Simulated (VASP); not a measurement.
# Rh (Fm-3m) in VASP: further runs

Runs on Rh. Level: PBEsol. Tasks: relaxation of cell and atoms, single point.

Program: VASP 6.6.1. These are calculated values, not measurements. Logs are shortened: lines on timing, memory, paths and dates and some standing lists are left out, and cuts for length are marked.

### 1 The structure

The structure is cubic, space group Fm-3m (No. 225). The conventional cell has a = 3.806 Å, b = 3.806 Å, c = 3.806 Å, α = 90.00°, β = 90.00°, γ = 90.00°. Around Rh (site symmetry m-3m) lie 12 Rh at 2.69 Å.

### 2 Relaxation of cell and atoms, PBEsol

INCAR

```
ALGO = Fast
EDIFF = 1E-7
EDIFFG = -0.005
ENCUT = 300
GGA = PS
IBRION = 2
ISIF = 3
ISMEAR = 0
LASPH = T
LCHARG = F
LREAL = F
LWAVE = F
NELM = 60
NSW = 90
PREC = Accurate
SIGMA = 0.1
```

KPOINTS

```
k-points
0
Gamma
  18 18 18
```

POSCAR

```
Rh
1.0
    0.0000000000      1.9029860900      1.9029860900
    1.9029860900      0.0000000000      1.9029860900
    1.9029860900      1.9029860900      0.0000000000
Rh
1
Direct
    0.0000000000      0.0000000000      0.0000000000
```

Potentials or basis: VASP PAW PBE potentials, release 64 (Rh_pv).

Run with:

```bash
cat potpaw_PBE.64/Rh_pv/POTCAR > POTCAR
mpirun -np 1 vasp_std > vasp.out
```

OUTCAR:

```text
EDIFF = 1E-7
   EDIFFG = -0.005
   ENCUT = 300
   GGA = PS
   IBRION = 2
   ISIF = 3
   ISMEAR = 0
   LASPH = T
   LREAL = F
   NELM = 60
   NSW = 90
   PREC = Accurate

 ion  position               nearest neighbor table
   1  0.000  0.000  0.000-

  LATTYP: Found a face centered cubic cell.
 ALAT       =     3.8059721800

  Lattice vectors:

 A1 = (   0.0000000000,   1.9029860900,   1.9029860900)
 A2 = (   1.9029860900,   0.0000000000,   1.9029860900)
 A3 = (   1.9029860900,   1.9029860900,   0.0000000000)

Analysis of symmetry for initial positions (statically):
=====================================================================
 Subroutine PRICEL returns:
 Original cell was already a primitive cell.

 Routine SETGRP: Setting up the symmetry group for a
 face centered cubic supercell.

 Subroutine GETGRP returns: Found 48 space group operations
 (whereof 48 operations were pure point group operations)
 out of a pool of 48 trial point group operations.

The static configuration has the point symmetry O_h .

Analysis of symmetry for dynamics (positions and initial velocities):
=====================================================================
 Subroutine PRICEL returns:
 Original cell was already a primitive cell.

 Routine SETGRP: Setting up the symmetry group for a
 face centered cubic supercell.

 Subroutine GETGRP returns: Found 48 space group operations
 (whereof 48 operations were pure point group operations)
 out of a pool of 48 trial point group operations.

The dynamic configuration has the point symmetry O_h .

 Subroutine INISYM returns: Found 48 space group operations
 (whereof 48 operations are pure point group operations),
 and found     1 'primitive' translations

----------------------------------------------------------------------------------------

                                     Primitive cell

  volume of cell :      13.7828

  direct lattice vectors                    reciprocal lattice vectors
     0.000000000  1.902986090  1.902986090    -0.262744958  0.262744958  0.262744958
     1.902986090  0.000000000  1.902986090     0.262744958 -0.262744958  0.262744958
     1.902986090  1.902986090  0.000000000     0.262744958  0.262744958 -0.262744958

  length of vectors
     2.691228737  2.691228737  2.691228737     0.455087616  0.455087616  0.455087616

  position of ions in fractional coordinates (direct lattice)
     0.000000000  0.000000000  0.000000000

  ion indices of the primitive-cell ions
   primitive index   ion index
                 1           1

----------------------------------------------------------------------------------------

 KPOINTS: k-points

Automatic generation of k-mesh.
 Grid dimensions read from file:
 generate k-points for:   18   18   18

 Generating k-lattice:

  Cartesian coordinates                     Fractional coordinates (reciprocal lattice)
    -0.014596942  0.014596942  0.014596942     0.055555556  0.000000000  0.000000000
     0.014596942 -0.014596942  0.014596942     0.000000000  0.055555556  0.000000000
     0.014596942  0.014596942 -0.014596942     0.000000000  0.000000000  0.055555556

  Length of vectors
     0.025282645  0.025282645  0.025282645

  Shift w.r.t. Gamma in fractional coordinates (k-lattice)
     0.000000000  0.000000000  0.000000000

 Subroutine IBZKPT returns following result:
 ===========================================

 Found    195 irreducible k-points:

 Following reciprocal coordinates:
            Coordinates               Weight
  0.000000  0.000000  0.000000      1.000000
  0.055556  0.000000  0.000000      8.000000
  0.111111  0.000000  0.000000      8.000000
  0.166667  0.000000  0.000000      8.000000
  0.222222  0.000000  0.000000      8.000000
  0.277778  0.000000  0.000000      8.000000
[... 16 lines left out ...]
 -0.277778  0.055556  0.000000     24.000000
 -0.222222  0.055556  0.000000     24.000000
 [... further k-points ...]
   k-points           NKPTS =    195   k-points in BZ     NKDIM =    195   number of bands    NBANDS=     11
   number of dos      NEDOS =    301   number of ions     NIONS =      1
   total plane-waves  NPLWV =   4096
   dimension x,y,z NGX =    16 NGY =   16 NGZ =   16
   dimension x,y,z NGXF=    32 NGYF=   32 NGZF=   32
   ions per type =               1
   NGX,Y,Z   is equivalent  to a cutoff of   9.88,  9.88,  9.88 a.u.
   NGXF,Y,Z  is equivalent  to a cutoff of  19.77, 19.77, 19.77 a.u.
 SYSTEM =  unknown system
   PREC   = accura    normal or accurate (medium, high low for compatibility)
   ISTART =      0    job   : 0-new  1-cont  2-samecut
   ICHARG =      2    charge: 1-file 2-atom 10-const
   ISPIN  =      1    spin polarized calculation?
   LNONCOLLINEAR =      F non collinear calculations
   LSORBIT =      F    spin-orbit coupling
   LASPH  =      T    aspherical Exc in radial PAW
   ENCUT  =  300.0 eV  22.05 Ry    4.70 a.u.   3.80  3.80  3.80*2*pi/ulx,y,z
   NELM   =     60;   NELMIN=  2; NELMDL= -5     # of ELM steps
   EDIFF  = 0.1E-06   stopping-criterion for ELM
   LREAL  =      F    real-space projection
   EDIFFG = -.5E-02   stopping-criterion for IOM
   NSW    =     90    number of steps for IOM
   IBRION =      2    ionic relax: 0-MD 1-quasi-New 2-CG
   NFREE  =      1    steps in history (QN), initial steepest desc. (CG)
   ISIF   =      3    stress and relaxation
   ISYM   =      2    0-nonsym 1-usesym 2-fastsym
   POTIM  = 0.5000    time-step for ionic-motion
   TEBEG  =    0.0;   TEEND  =   0.0 temperature during run
   PSTRESS=    0.0 pullay stress
   NELECT =      15.0000    total number of electrons
   NUPDOWN=      -1.0000    fix difference up-down
   EMIN   =  10.00;   EMAX   =-10.00  energy-range for DOS
   EFERMI =   0.00;   METHOD = LEGACY
   ISMEAR =     0;   SIGMA  =   0.10  broadening in eV -4-tet -1-fermi 0-gaus
   EFERMI_NEDOS =   21; number of points for ismear=-14 and -15
   IALGO  =     68    algorithm
   IMIX   =      4    mixing-type and parameters
     AMIX     =   0.40;   BMIX     =  1.00
     AMIX_MAG =   1.60;   BMIX_MAG =  1.00
  volume/ion in A,a.u.               =      13.78        93.01
  Fermi-wavevector in a.u.,A,eV,Ry     =   1.683939  3.182183 38.581359  2.835650
  Thomas-Fermi vector in A             =   2.767050
   LORBIT       =      0    0 simple, 1 ext, 2 COOP (PROOUT), +10 PAW based schemes
   GGA     = PS    functional components
   LHFCALC =     F    Hartree Fock is set to
   AEXX    =    0.0000 exact exchange contribution
   IVDW    =     0    specifies the selected vdW correction
   LEPSILON=     F    determine dielectric tensor
   LRPA    =     F    only Hartree local field effects (RPA)
 conjugate gradient relaxation of ions
 non-spin polarized calculation
 RMM-DIIS sequential band-by-band and
 Gauss-broadening in eV      SIGMA  =   0.10
  energy-cutoff  :      300.00
  volume of cell :       13.78
 maximum number of plane-waves:       172
   NGX =  7   NGY =  7   NGZ =  7

--------------------------------------- Ionic step        1  -------------------------------------------

 number of electron      15.0000008 magnetization

 Free energy of the ion-electron system (eV)
  ---------------------------------------------------
  ext. energy  EPLUGINS =         0.00000000
  ---------------------------------------------------
  free energy    TOTEN  =        -8.14888870 eV

  energy without entropy =       -8.14206869  energy(sigma->0) =       -8.14547870

------------------------ aborting loop because EDIFF is reached ----------------------------------------

  FORCE on cell =-STRESS in cart. coord.  units (eV):
  Direction    XX          YY          ZZ          XY          YZ          ZX
  --------------------------------------------------------------------------------------
  -------------------------------------------------------------------------------------
  Total       -0.5458677     -0.5458677     -0.5458677     -0.0000000      0.0000000     -0.0000000
  in kB      -63.4543079    -63.4543079    -63.4543079     -0.0000000      0.0000000     -0.0000000
  external PRESSURE =     -63.4543079 kB  Pullay stress =       0.0000000 kB

 VOLUME and BASIS-vectors are now :
 -----------------------------------------------------------------------------
  energy-cutoff  :      300.00
  volume of cell :       13.78
      direct lattice vectors                 reciprocal lattice vectors
     0.000000000  1.902986090  1.902986090    -0.262744958  0.262744958  0.262744958
     1.902986090  0.000000000  1.902986090     0.262744958 -0.262744958  0.262744958
     1.902986090  1.902986090  0.000000000     0.262744958  0.262744958 -0.262744958
[... 71 lines left out ...]
 POSITION                                       TOTAL-FORCE (eV/Angst)
 -----------------------------------------------------------------------------------
      0.00000      0.00000      0.00000         0.000000     -0.000000     -0.000000
 -----------------------------------------------------------------------------------
    total drift:                                0.000000      0.000000     -0.000000

  FREE ENERGIE OF THE ION-ELECTRON SYSTEM (eV)
  ---------------------------------------------------
  free  energy   TOTEN  =        -8.1551960966 eV

  energy  without entropy=       -8.1486343268  energy(sigma->0) =       -8.15191521

--------------------------------------- Ionic step        4  -------------------------------------------

 number of electron      15.0000010 magnetization

 Free energy of the ion-electron system (eV)
  ---------------------------------------------------
  ext. energy  EPLUGINS =         0.00000000
  ---------------------------------------------------
  free energy    TOTEN  =        -8.15519901 eV

  energy without entropy =       -8.14864238  energy(sigma->0) =       -8.15192070

 E-fermi :  12.1560     XC(G=0): -14.3558

 val. band max:       12.1493927474   @ k =   0.5000   0.2222   0.1111
 cond. band min:      12.1585071307   @ k =   0.5000   0.3889   0.0556
 fundamental gap:      0.0091143833
 Fermi energy:        12.1560401029

 k-point     1 :       0.0000    0.0000    0.0000
  band No.  band energies     occupation
      1     -34.2203      2.00000
      2     -34.2203      2.00000
      3     -34.2203      2.00000
      4       3.9193      2.00000
      5       8.9488      2.00000
      6       8.9488      2.00000
      7       8.9488      2.00000
      8      11.1313      2.00000
      9      11.1313      2.00000
     10      28.0517      0.00000
     11      32.5253      0.00000

 k-point     2 :       0.0556    0.0000    0.0000
  band No.  band energies     occupation
      1     -34.2452      2.00000
      2     -34.2236      2.00000
      3     -34.2236      2.00000
      4       4.0469      2.00000
      5       8.8905      2.00000
      6       8.9994      2.00000
      7       8.9994      2.00000
      8      11.1021      2.00000
      9      11.1021      2.00000
     10      28.2417      0.00000
     11      32.7592      0.00000
[... 295 lines left out ...]
 k-point    24 :      -0.2222    0.0556    0.0000
  band No.  band energies     occupation
      1     -34.6043      2.00000
      2     -34.2984      2.00000
      3     -34.2637      2.00000
      4       5.7883      2.00000
      5       8.5838      2.00000
      6       9.3549      2.00000
      7       9.4105      2.00000
      8      10.9224      2.00000
      9      11.6305      2.00000
     10      27.6860      0.00000
     11      29.8711      0.00000

 [... further k-points ...]

------------------------ aborting loop because EDIFF is reached ----------------------------------------

  FORCE on cell =-STRESS in cart. coord.  units (eV):
  Direction    XX          YY          ZZ          XY          YZ          ZX
  --------------------------------------------------------------------------------------
  -------------------------------------------------------------------------------------
  Total       -0.0004766     -0.0004766     -0.0004766      0.0000000      0.0000000      0.0000000
  in kB       -0.0566955     -0.0566955     -0.0566955      0.0000000      0.0000000      0.0000000
  external PRESSURE =      -0.0566955 kB  Pullay stress =       0.0000000 kB

 VOLUME and BASIS-vectors are now :
 -----------------------------------------------------------------------------
  energy-cutoff  :      300.00
  volume of cell :       13.47
      direct lattice vectors                 reciprocal lattice vectors
     0.000000000  1.888438522  1.888438522    -0.264769011  0.264769011  0.264769011
     1.888438522  0.000000000  1.888438522     0.264769011 -0.264769011  0.264769011
     1.888438522  1.888438522  0.000000000     0.264769011  0.264769011 -0.264769011

 POSITION                                       TOTAL-FORCE (eV/Angst)
 -----------------------------------------------------------------------------------
      1.88844      3.77688      1.88844         0.000000      0.000000     -0.000000
 -----------------------------------------------------------------------------------
    total drift:                                0.000000      0.000000      0.000000

  FREE ENERGIE OF THE ION-ELECTRON SYSTEM (eV)
  ---------------------------------------------------
  free  energy   TOTEN  =        -8.1551990077 eV

  energy  without entropy=       -8.1486423833  energy(sigma->0) =       -8.15192070

 reached required accuracy - stopping structural energy minimisation
```

It took 12 s on 1 thread of Intel Xeon 6975P-C (Granite Rapids), shared host; peak memory 0.12 GiB.

What came out:

- Free energy: -8.1552 eV
- Relaxed volume: 13.47 Å³/atom
- Relaxed cell: a = 2.671 Å, b = 2.671 Å, c = 2.671 Å, α = 60.00°, β = 60.00°, γ = 60.00°
- Space group after relaxing (to 0.05 Å): Fm-3m (No. 225)
- Energy gained by relaxing: 6.3 meV/atom
- Ionic steps: 4
- Pressure after relaxing: 0.0 GPa
- Band gap on the k mesh: none (metal or under the smearing width)

The path:
```csv
step,energy change (eV),largest force (eV/Å),pressure (GPa),volume (Å³)
1,0.0000,0.0000,-6.35,13.78
2,0.0357,0.0000,19.08,12.72
3,-0.0063,0.0000,-0.10,13.48
4,-0.0063,0.0000,-0.01,13.47
```

Final structure:
```
Rh
1.0
     0.00000    1.88844    1.88844
     1.88844    0.00000    1.88844
     1.88844    1.88844    0.00000
Rh
1
Direct
  0.00000 0.00000 0.00000
```

Levels at points of the mesh, in eV from the Fermi level:
```
           k point  band 3  band 4  band 5  band 6  band 7  band 8  band 9  band 10  band 11
(0.00, 0.00, 0.00)  -46.38   -8.24   -3.21   -3.21   -3.21   -1.02   -1.02    15.90    20.37
(0.50, 0.00, 0.00)  -46.49   -6.36   -3.28   -3.28    0.59    0.59    0.61     8.78    15.41
(0.50, 0.50, 0.00)  -46.67   -6.56   -6.18    0.57    1.02    1.02    3.19    12.47    13.33
```

Caveat: the cutoff is under 1.25 times the usual one of these potentials, so pressure, stress and relaxed cells hold a basis-set (Pulay) error; the PAW data sets were made with another functional, which shifts forces and pressure a little.

(Part 1 of 2 ends here.)
